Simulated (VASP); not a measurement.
Write the native input for VASP 6.6.1 that does the following.

* Task: relaxation of cell and atoms
* Functional: PBE
* Dispersion: rVV10
* Potentials or basis: VASP PAW PBE potentials, release 64 (Ni, O)
* Cutoff: 600 eV
* k mesh: 11 × 11 × 11
* Occupations: fermi-dirac, width 0.05 eV
* Spin: collinear spin, ferromagnetic start
* Starting moments: [1.0, 0.0] μB
* Further INCAR settings: ALGO = Fast; EDIFF = 1e-07; IBRION = 2; EDIFFG = -0.01; NSW = 40; ISIF = 3

The structure of NiO lies in POSCAR:

```
NiO
1.0
    0.0000000000      2.0859016414      2.0859016414
    2.0859016414      0.0000000000      2.0859016414
    2.0859016414      2.0859016414      0.0000000000
Ni O
1 1
Direct
    0.0000000000      0.0000000000      0.0000000000
    0.5000000000      0.5000000000      0.5000000000
```

The input as run:

INCAR

```
  ALGO = Fast
  BPARAM = 10.0
  CPARAM = 0.0093
  EDIFF = 1E-7
  EDIFFG = -0.01
  ENCUT = 600
  GGA = PE
  IBRION = 2
  ISIF = 3
  ISMEAR = -1
  ISPIN = 2
  IVDW_NL = 2
  LASPH = T
  LCHARG = F
  LMAXMIX = 4
  LORBIT = 11
  LREAL = F
  LUSE_VDW = T
  LWAVE = F
  MAGMOM = 1 0
  NELM = 100
  NSW = 40
  PREC = Accurate
  SIGMA = 0.05
```

KPOINTS

```
k-points
0
Gamma
  11 11 11
```

Potentials or basis: VASP PAW PBE potentials, release 64 (Ni, O).

Run with:

```bash
$ cat potpaw_PBE.64/Ni/POTCAR potpaw_PBE.64/O/POTCAR > POTCAR
$ mpirun -np 1 vasp_std > vasp.out
```

It gave:

```json
{"Relaxed volume": "9.21 Å³/atom", "Relaxed cell": "a = 2.964 Å, b = 2.964 Å, c = 2.964 Å, α = 60.00°, β = 60.00°, γ = 60.00°", "Space group after relaxing (to 0.05 Å)": "Fm-3m (No. 225)", "Energy gained by relaxing": "1.0 meV/atom", "Ionic steps": "3", "Pressure after relaxing": "0.0 GPa", "Band gap on the k mesh": "none (metal or under the smearing width)", "Net moment": "1.73 μB per cell", "Site moments": "Ni +1.42; O +0.26 μB", "Valence electrons inside the program's atomic spheres": "Ni 8.97; O 4.96"}
```

Caveat: a cell with one magnetic atom can't hold antiferromagnetic order, which such compounds often take; semilocal functionals often make such compounds metallic where correlation or magnetic order opens a gap, which also shifts bond lengths.

Run time: 110 s on 1 thread of Intel(R) Xeon(R) Platinum 8488C (Sapphire Rapids) (shared host), peak memory 0.23 GiB.
